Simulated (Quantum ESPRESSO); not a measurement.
Crystal: TePt.

```
Pt Te
1.0
     1.98157    1.14406    6.66103
    -1.98157    1.14406    6.66103
     0.00000   -2.28812    6.66103
Pt Te
2 2
Direct
  0.12967 0.12967 0.12967
  0.87033 0.87033 0.87033
  0.40200 0.40200 0.40200
  0.59800 0.59800 0.59800
```

Base run:

```yaml
Program: Quantum ESPRESSO 7.5
Functional: PBEsol
Potentials_or_basis: GBRV 1.5 PBEsol
Cutoff: 612 eV
Density_cutoff: 4898 eV
k_mesh: 8 × 8 × 8
Occupations: fermi-dirac, width 0.05 eV
Spin: no spin polarisation
```

Its results: band gap on the k mesh none (metal or under the smearing width); pressure 0.8 GPa; largest force 0.443 eV/Å.

Problem. The run is repeated on the same cell with these changes: functional from PBEsol to LDA; potentials or basis from GBRV 1.5 PBEsol to GBRV 1.5 LDA. What comes out?

Solution. Band gap on the k mesh none (metal or under the smearing width); pressure -1.5 GPa; largest force 0.476 eV/Å.

Not every run made on this cell is shown here.
